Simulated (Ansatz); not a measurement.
## In: stiffness from a series of strains

```
CELL_PARAMETERS angstrom
-1.62615 1.62615 2.47395
1.62615 -1.62615 2.47395
1.62615 1.62615 -2.47395
ATOMIC_POSITIONS crystal
In 0.00000 0.00000 0.00000
```

Conventional cell: a = 3.252 Å, b = 3.252 Å, c = 4.948 Å, α = 90.00°, β = 90.00°, γ = 90.00°. Around In (atom 1) lie 12 In at 3.25 to 3.38 Å.

The cell comes from COD entry 9017523, which wasn't checked; take it as a given geometry.

Spin–orbit coupling is left out, though it moves levels of the heavy atoms by tenths of an eV or more.

Level of theory: Ansatz 0.2.0, DFT, LDA, all-electron LAPW, scalar-relativistic.

The runs use a Γ-centred 14×14×14 k mesh, Fermi–Dirac smearing of 0.05 eV, basis error target 0.5 meV/atom, no spin polarisation.

The strain is applied along the Cartesian axes of the cell as listed (the other components stay zero). Fractional coordinates are held (clamped ions).

σ is the change of stress from the unstrained cell, which is at -2.67 GPa; tension is positive, so slopes are stress–strain coefficients at that pressure. In a metal the k mesh adds noise.

Only quantities that a quadratic follows smoothly over the whole series are listed; rougher ones are left out.

```
εxx = εyy  σzz (GPa)  σxx (GPa)
  -0.0200      -1.27      -1.82
   0.0000       0.00       0.00
   0.0100       0.61       0.71
   0.0200       1.13       1.35
```

(1) Fit the series and read off the stiffness at zero strain.

(2) One run, at εxx = εyy = -0.0100, is withheld. Predict its row.

## Answers

(1) Least-squares fits y = p0 + p1 x + p2 x² to the rows give σzz (GPa): p1 = 60.2, p2 = -200; σxx (GPa): p1 = 79.1, p2 = -570. So C13 + C23 = 60 GPa and C11 + C12 = 79 GPa, for these axes.

(2) The fits give -0.61, -0.86; the run gave -0.63, -0.83.
